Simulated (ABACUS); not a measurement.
GaN: single point with LDA-PW92

**What was measured.**

“Studying electronic properties in GaN without electrical contacts using γ-γ vs e−-γ Perturbed Angular Correlations”, 2019, pmc:6823545 quotes, for a bulk crystal of GaN: band gap 3.503 ± 0.005 eV (direct).

The system is GaN.

```
Ga N
1.0
     3.18000    0.00000    0.00000
    -1.59000    2.75396    0.00000
     0.00000    0.00000    5.16600
Ga N
2 2
Direct
  0.66667 0.33333 0.50000
  0.33333 0.66667 0.00000
  0.66667 0.33333 0.87500
  0.33333 0.66667 0.37500
```

```yaml
Program: ABACUS 3.10.1
Task: single point
Functional: LDA-PW92
Potentials_or_basis: GBRV ultrasoft 1.5 LDA
Cutoff: 544 eV
Density_cutoff: 4354 eV
Basis: plane waves
k_mesh: 8 × 8 × 4
Occupations: fermi-dirac, width 0.05 eV
Spin: no spin polarisation
```

```json
{
 "Pressure": "-4.4 GPa",
 "Largest force": "0.126 eV/Å",
 "Band gap on the k mesh": "1.98 eV, direct"
}
```

Forces in eV/Å, atoms in the order of the input:
```
Ga   0.000  0.000 -0.126
Ga   0.000  0.000 -0.126
N    0.000  0.000  0.126
N    0.000  0.000  0.126
```

Stress tensor (GPa, compression positive):
```
-5.11  0.00  0.00
 0.00 -5.11  0.00
 0.00  0.00 -2.97
```

Levels at points of the mesh, in eV from the valence-band top:
```
           k point  band 20  band 21  band 22  band 23  band 24  band 25  band 26  band 27
(0.00, 0.00, 0.00)    -1.08    -1.08    -0.06     0.00     0.00     1.98     4.19     9.10
(0.50, 0.50, 0.00)    -5.36    -4.33    -2.81    -2.30    -1.00     4.91     5.53     5.93
(0.00, 0.00, 0.50)    -3.88    -0.55    -0.55    -0.55    -0.55     4.23     4.23     8.37
(0.50, 0.50, 0.50)    -6.73    -1.98    -1.98    -1.95    -1.95     4.31     4.31     7.67
```

Wall time 13 s on 4 MPI ranks on Intel(R) Xeon(R) Platinum 8488C (Sapphire Rapids), on a shared host, peak memory 0.72 GiB a rank.

Against the measured gap of GaN, 3.503 eV (direct; quoted in “Studying electronic properties in GaN without electrical contacts using γ-γ vs e−-γ Perturbed Angular Correlations”, 2019, pmc:6823545), the calculated 1.98 eV is off by -1.52 eV. Spin-orbit coupling on Ga is left out. The value is that of LDA-PW92, without temperature or zero-point motion. Semilocal functionals fall short of measured gaps as a rule.
